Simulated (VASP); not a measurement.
# RbCl (Fm-3m) in VASP: a series of runs

Runs on RbCl. Level: PBEsol. Tasks: relaxation of the atoms.

Everything below comes from runs of VASP 6.6.1. Logs are shortened: lines on timing, memory, paths and dates and some standing lists are left out, and cuts for length are marked.

## 1. The undisturbed crystal

It takes space group Fm-3m (No. 225, cubic). Conventional cell: a = 6.548 Å, b = 6.548 Å, c = 6.548 Å, α = 90.00°, β = 90.00°, γ = 90.00°. Rb (site symmetry m-3m) is surrounded by 6 Cl at 3.27 Å. Cl (site symmetry m-3m) has 6 Rb at 3.27 Å as nearest neighbours.

## 2. Relaxation of the atoms, PBEsol (a relaxed cell with its volume scaled by 0.94)

File INCAR:

```
SYSTEM = RbCl
  ALGO = Fast
  EDIFF = 1E-7
  EDIFFG = -0.01
  ENCUT = 600
  GGA = PS
  IBRION = 2
  ISIF = 2
  ISMEAR = 0
  LASPH = .True.
  LCHARG = .False.
  LREAL = .False.
  LWAVE = .False.
  NELM = 80
  NSW = 40
  PREC = Accurate
  SIGMA = 0.03
```

File KPOINTS:

```
k-points
0
Gamma
  8 8 8
  0 0 0
```

File POSCAR:

```
RbCl                                    
1.0
    0.0000000000      3.2071649199      3.2071649199
    3.2071649199      0.0000000000      3.2071649199
    3.2071649199      3.2071649199      0.0000000000
  Rb              Cl            
     1     1
Direct
     0.0000000000000000    0.0000000000000000    0.0000000000000000
     0.5000000000000000    0.5000000000000000    0.5000000000000000
```

Potentials or basis: VASP PAW PBE potentials, release 64 (Rb_sv, Cl).

Started as:

```
$ cat potpaw_PBE.64/Rb_sv/POTCAR potpaw_PBE.64/Cl/POTCAR > POTCAR
$ mpirun -np 1 vasp_std > vasp.out
```

OUTCAR:

```text
SYSTEM = RbCl
   EDIFF = 1E-7
   EDIFFG = -0.01
   ENCUT = 600
   GGA = PS
   IBRION = 2
   ISIF = 2
   ISMEAR = 0
   LASPH = .True.
   LREAL = .False.
   NELM = 80
   NSW = 40
   PREC = Accurate

 ion  position               nearest neighbor table
   1  0.000  0.000  0.000-   2 3.21   2 3.21   2 3.21   2 3.21   2 3.21   2 3.21
   2  0.500  0.500  0.500-   1 3.21   1 3.21   1 3.21   1 3.21   1 3.21   1 3.21

  LATTYP: Found a face centered cubic cell.
 ALAT       =     6.4143298398

  Lattice vectors:

 A1 = (   0.0000000000,   3.2071649199,   3.2071649199)
 A2 = (   3.2071649199,   0.0000000000,   3.2071649199)
 A3 = (   3.2071649199,   3.2071649199,   0.0000000000)

Analysis of symmetry for initial positions (statically):
=====================================================================
 Subroutine PRICEL returns:
 Original cell was already a primitive cell.

 Routine SETGRP: Setting up the symmetry group for a
 face centered cubic supercell.

 Subroutine GETGRP returns: Found 48 space group operations
 (whereof 48 operations were pure point group operations)
 out of a pool of 48 trial point group operations.

The static configuration has the point symmetry O_h .

Analysis of symmetry for dynamics (positions and initial velocities):
=====================================================================
 Subroutine PRICEL returns:
 Original cell was already a primitive cell.

 Routine SETGRP: Setting up the symmetry group for a
 face centered cubic supercell.

 Subroutine GETGRP returns: Found 48 space group operations
 (whereof 48 operations were pure point group operations)
 out of a pool of 48 trial point group operations.

The dynamic configuration has the point symmetry O_h .

 Subroutine INISYM returns: Found 48 space group operations
 (whereof 48 operations are pure point group operations),
 and found     1 'primitive' translations

----------------------------------------------------------------------------------------

                                     Primitive cell

  volume of cell :      65.9772

  direct lattice vectors                    reciprocal lattice vectors
     0.000000000  3.207164920  3.207164920    -0.155900932  0.155900932  0.155900932
     3.207164920  0.000000000  3.207164920     0.155900932 -0.155900932  0.155900932
     3.207164920  3.207164920  0.000000000     0.155900932  0.155900932 -0.155900932

  length of vectors
     4.535616126  4.535616126  4.535616126     0.270028335  0.270028335  0.270028335
[... 93 lines left out ...]
   NUPDOWN=      -1.0000    fix difference up-down
   EMIN   =  10.00;   EMAX   =-10.00  energy-range for DOS
   EFERMI =   0.00;   METHOD = LEGACY
   ISMEAR =     0;   SIGMA  =   0.03  broadening in eV -4-tet -1-fermi 0-gaus
   EFERMI_NEDOS =   21; number of points for ismear=-14 and -15
   IALGO  =     68    algorithm
   IMIX   =      4    mixing-type and parameters
     AMIX     =   0.40;   BMIX     =  1.00
     AMIX_MAG =   1.60;   BMIX_MAG =  1.00
  volume/ion in A,a.u.               =      32.99       222.62
  Fermi-wavevector in a.u.,A,eV,Ry     =   1.020901  1.929223 14.180514  1.042238
  Thomas-Fermi vector in A             =   2.154496
   LORBIT       =      0    0 simple, 1 ext, 2 COOP (PROOUT), +10 PAW based schemes
   GGA     = PS    functional components
   LHFCALC =     F    Hartree Fock is set to
   AEXX    =    0.0000 exact exchange contribution
   IVDW    =     0    specifies the selected vdW correction
   LEPSILON=     F    determine dielectric tensor
   LRPA    =     F    only Hartree local field effects (RPA)
 conjugate gradient relaxation of ions
 non-spin polarized calculation
 RMM-DIIS sequential band-by-band and
 Gauss-broadening in eV      SIGMA  =   0.03
  energy-cutoff  :      600.00
  volume of cell :       65.98
 maximum number of plane-waves:      2229
   NGX = 19   NGY = 19   NGZ = 19

 number of electron      15.9999998 magnetization

 Free energy of the ion-electron system (eV)
  ---------------------------------------------------
  ext. energy  EPLUGINS =         0.00000000
  ---------------------------------------------------
  free energy    TOTEN  =        -6.87944081 eV

  energy without entropy =       -6.87944081  energy(sigma->0) =       -6.87944081

 E-fermi :  -1.4959     XC(G=0):  -7.8594

 val. band max:       -1.6480924168   @ k =   0.0000   0.0000   0.0000
 cond. band min:       3.4283097011   @ k =   0.0000   0.0000   0.0000
 fundamental gap:      5.0764021179
 Fermi energy:        -1.4959101979

 k-point     1 :       0.0000    0.0000    0.0000
  band No.  band energies     occupation
      1     -25.3511      2.00000
      2     -13.6928      2.00000
      3      -9.4108      2.00000
      4      -9.4108      2.00000
      5      -9.4108      2.00000
      6      -1.6481      2.00000
      7      -1.6481      2.00000
      8      -1.6481      2.00000
      9       3.4283      0.00000
     10       6.2823      0.00000
     11       6.2823      0.00000
     12       6.2823      0.00000
[... 331 lines left out ...]
 k-point    24 :      -0.3750    0.2500    0.1250
  band No.  band energies     occupation
      1     -25.3231      2.00000
      2     -13.7366      2.00000
      3      -9.5448      2.00000
      4      -9.5240      2.00000
      5      -9.3916      2.00000
      6      -2.4034      2.00000
      7      -2.0021      2.00000
      8      -1.9787      2.00000
      9       6.1114      0.00000
     10       6.2692      0.00000
     11       8.3204      0.00000
     12       8.5187      0.00000

 [... further k-points ...]

------------------------ aborting loop because EDIFF is reached ----------------------------------------

  FORCE on cell =-STRESS in cart. coord.  units (eV):
  Direction    XX          YY          ZZ          XY          YZ          ZX
  --------------------------------------------------------------------------------------
  -------------------------------------------------------------------------------------
  Total        0.4973861      0.4973861      0.4973861      0.0000000      0.0000000      0.0000000
  in kB       12.0784269     12.0784269     12.0784269      0.0000000      0.0000000      0.0000000
  external PRESSURE =      12.0784269 kB  Pullay stress =       0.0000000 kB

 VOLUME and BASIS-vectors are now :
 -----------------------------------------------------------------------------
  energy-cutoff  :      600.00
  volume of cell :       65.98
      direct lattice vectors                 reciprocal lattice vectors
     0.000000000  3.207164920  3.207164920    -0.155900932  0.155900932  0.155900932
     3.207164920  0.000000000  3.207164920     0.155900932 -0.155900932  0.155900932
     3.207164920  3.207164920  0.000000000     0.155900932  0.155900932 -0.155900932

 POSITION                                       TOTAL-FORCE (eV/Angst)
 -----------------------------------------------------------------------------------
      0.00000      0.00000      0.00000        -0.000000      0.000000     -0.000000
      3.20716      3.20716      3.20716         0.000000      0.000000      0.000000
 -----------------------------------------------------------------------------------
    total drift:                                0.000000      0.000000      0.000000

  FREE ENERGIE OF THE ION-ELECTRON SYSTEM (eV)
  ---------------------------------------------------
  free  energy   TOTEN  =        -6.8794408100 eV

  energy  without entropy=       -6.8794408100  energy(sigma->0) =       -6.87944081

 reached required accuracy - stopping structural energy minimisation
```

Run time: 15 s. Hardware: 1 thread of Intel Xeon 6975P-C (Granite Rapids), shared host; peak memory 0.21 GiB.

What came out:

```yaml
Free_energy: -6.8794 eV
Pressure_after_relaxing: 1.2 GPa
Band_gap_on_the_k_mesh: 5.08 eV, direct
```

Final structure:
```
Rb Cl
1.0
     0.00000    3.20716    3.20716
     3.20716    0.00000    3.20716
     3.20716    3.20716    0.00000
Rb Cl
1 1
Cartesian
  0.0000 0.0000 0.0000
  3.2072 3.2072 3.2072
```

Levels at points of the mesh, in eV from the valence-band top:
```tsv
k point	band 5	band 6	band 7	band 8	band 9	band 10	band 11	band 12
(0.00, 0.00, 0.00)	-7.76	0.00	0.00	0.00	5.08	7.93	7.93	7.93
(0.50, 0.00, 0.00)	-7.71	-1.02	-0.42	-0.42	7.84	8.13	10.36	10.36
(0.50, 0.50, 0.00)	-7.90	-0.31	-0.09	-0.09	6.00	8.29	9.98	10.17
```

Caveat: the relaxation stopped at its first step, so nothing moved; the PAW data sets were made with another functional, which shifts forces and pressure a little. A k mesh can miss the band edges.

## 3. Relaxation of the atoms, PBEsol (a relaxed cell with its volume scaled by 0.96)

INCAR is that of step 2.

KPOINTS is that of step 2.

File POSCAR:

```
RbCl                                    
1.0
    0.0000000000      3.2297513325      3.2297513325
    3.2297513325      0.0000000000      3.2297513325
    3.2297513325      3.2297513325      0.0000000000
  Rb              Cl            
     1     1
Direct
     0.0000000000000000    0.0000000000000000    0.0000000000000000
     0.5000000000000000    0.5000000000000000    0.5000000000000000
```

Potentials or basis: VASP PAW PBE potentials, release 64 (Rb_sv, Cl).

Started as:

```
$ cat potpaw_PBE.64/Rb_sv/POTCAR potpaw_PBE.64/Cl/POTCAR > POTCAR
$ mpirun -np 1 vasp_std > vasp.out
```

Wall time 15 s (1 thread of Intel Xeon 6975P-C (Granite Rapids), shared host); peak memory 0.21 GiB.

It converged, with:

```
Free energy             : -6.8881 eV
Pressure after relaxing : 0.8 GPa
Band gap on the k mesh  : 5.01 eV, direct
```

Final structure:
```
Rb Cl
1.0
     0.00000    3.22975    3.22975
     3.22975    0.00000    3.22975
     3.22975    3.22975    0.00000
Rb Cl
1 1
Direct
  0.00000 0.00000 0.00000
  0.50000 0.50000 0.50000
```

Levels at points of the mesh, in eV from the valence-band top:
| k point | band 4 | band 5 | band 6 | band 7 | band 8 | band 9 | band 10 | band 11 | band 12 |
| --- | --- | --- | --- | --- | --- | --- | --- | --- | --- |
| (0.00, 0.00, 0.00) | -7.81 | -7.81 | 0.00 | 0.00 | 0.00 | 5.01 | 7.93 | 7.93 | 7.93 |
| (0.50, 0.00, 0.00) | -7.82 | -7.77 | -0.98 | -0.40 | -0.40 | 7.78 | 8.06 | 10.28 | 10.29 |
| (0.50, 0.50, 0.00) | -7.94 | -7.94 | -0.32 | -0.10 | -0.10 | 6.03 | 8.19 | 9.86 | 10.14 |

Caveat: the relaxation stopped at its first step, so nothing moved; the PAW data sets were made with another functional, which shifts forces and pressure a little. A k mesh can miss the band edges.

## 4. Relaxation of the atoms, PBEsol (a relaxed cell with its volume scaled by 0.98)

INCAR is that of step 3.

KPOINTS is that of step 3.

File POSCAR:

```
RbCl                                    
1.0
    0.0000000000      3.2520261836      3.2520261836
    3.2520261836      0.0000000000      3.2520261836
    3.2520261836      3.2520261836      0.0000000000
  Rb              Cl            
     1     1
Direct
     0.0000000000000000    0.0000000000000000    0.0000000000000000
     0.5000000000000000    0.5000000000000000    0.5000000000000000
```

Started as:

```
$ cat potpaw_PBE.64/Rb_sv/POTCAR potpaw_PBE.64/Cl/POTCAR > POTCAR
$ mpirun -np 1 vasp_std > vasp.out
```

It took 22 s on 1 thread of Intel Xeon 6975P-C (Granite Rapids), shared host; peak memory 0.24 GiB.

The run converged. Its results:

* Free energy: -6.8930 eV
* Pressure after relaxing: 0.4 GPa
* Band gap on the k mesh: 4.95 eV, direct

Final structure:
```cif
data_structure
_symmetry_space_group_name_H-M 'P 1'
_symmetry_Int_Tables_number 1
_cell_length_a 4.5991
_cell_length_b 4.5991
_cell_length_c 4.5991
_cell_angle_alpha 60.000
_cell_angle_beta 60.000
_cell_angle_gamma 60.000
_cell_volume 68.78
loop_
_atom_site_label
_atom_site_type_symbol
_atom_site_fract_x
_atom_site_fract_y
_atom_site_fract_z
_atom_site_occupancy
Rb1 Rb 0.00000 0.00000 0.00000 1
Cl1 Cl 0.50000 0.50000 0.50000 1
```

Levels at points of the mesh, in eV from the valence-band top:
```
           k point  band 4  band 5  band 6  band 7  band 8  band 9  band 10  band 11  band 12
(0.00, 0.00, 0.00)   -7.85   -7.85    0.00    0.00    0.00    4.95     7.92     7.92     7.92
(0.50, 0.00, 0.00)   -7.87   -7.82   -0.95   -0.38   -0.38    7.71     7.99    10.21    10.21
(0.50, 0.50, 0.00)   -7.97   -7.97   -0.32   -0.10   -0.10    6.05     8.10     9.75    10.12
```

Caveat: the relaxation stopped at its first step, so nothing moved; the PAW data sets were made with another functional, which shifts forces and pressure a little.

## 5. Overview

```tsv
cell	gap on the mesh (eV)	pressure (GPa)
atoms relaxed from: a relaxed cell with its volume scaled by 0.94	5.08	1.2
atoms relaxed from: a relaxed cell with its volume scaled by 0.96	5.01	0.8
atoms relaxed from: a relaxed cell with its volume scaled by 0.98	4.95	0.4
```

Alike in all rows: task relaxation of the atoms; level PBEsol; potentials or basis VASP PAW PBE potentials, release 64 (Rb_sv, Cl); no spin polarisation; k mesh 8 × 8 × 8; cutoff (eV) 600; smearing gaussian 0.03 eV.

Caveats: the relaxation stopped at its first step, so nothing moved; the PAW data sets were made with another functional, which shifts forces and pressure a little.

Absolute energies hang on the potentials; compare differences alone.
